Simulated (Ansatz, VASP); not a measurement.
# Two plane-wave programs on SnTe

```
Sn Te
1.0
     4.53466    0.00000    0.00000
     0.00000    4.53466    0.00000
     0.00000    0.00000   18.20649
Sn Te
2 2
Cartesian
  2.2673 2.2673 7.7718
  0.0000 0.0000 10.4350
  0.0000 0.0000 7.5036
  2.2673 2.2673 10.7026
```

Alike in both runs: functional PBE; k mesh 8 × 8 × 1; occupations gaussian, width 0.05 eV; no spin polarisation.

Ansatz relaxed the structure, and its values are those at the end. VASP's run is a single point on that final structure, the one shown.

|  | VASP | Ansatz |
| --- | --- | --- |
| version | VASP 6.6.1 | Ansatz 0.2.0 |
| potentials or method | VASP PAW PBE potentials, release 64 (Sn_d, Te) | scalar-relativistic, plane waves, PAW |
| plane-wave cutoff (eV) | 520 | 420 |
| valence electrons in the cell | 40 | 60 |

|  | VASP | Ansatz | Ansatz less VASP |
| --- | --- | --- | --- |
| gap on the k mesh at the Fermi level (eV) | 0.86 | 0.86 | +0.008 |
| least direct gap on the mesh (eV) | 0.86 | 0.86 | +0.008 |
| rms of the force components (eV/Å) | 0.003 | 0.004 | +0.0016 |

The two sets of potentials don't hold the same shells in valence. Ansatz warned: «xc_potential_rough_in_thin_density».

Caveats: spin-orbit coupling is left out, which moves the levels of the heavy elements.
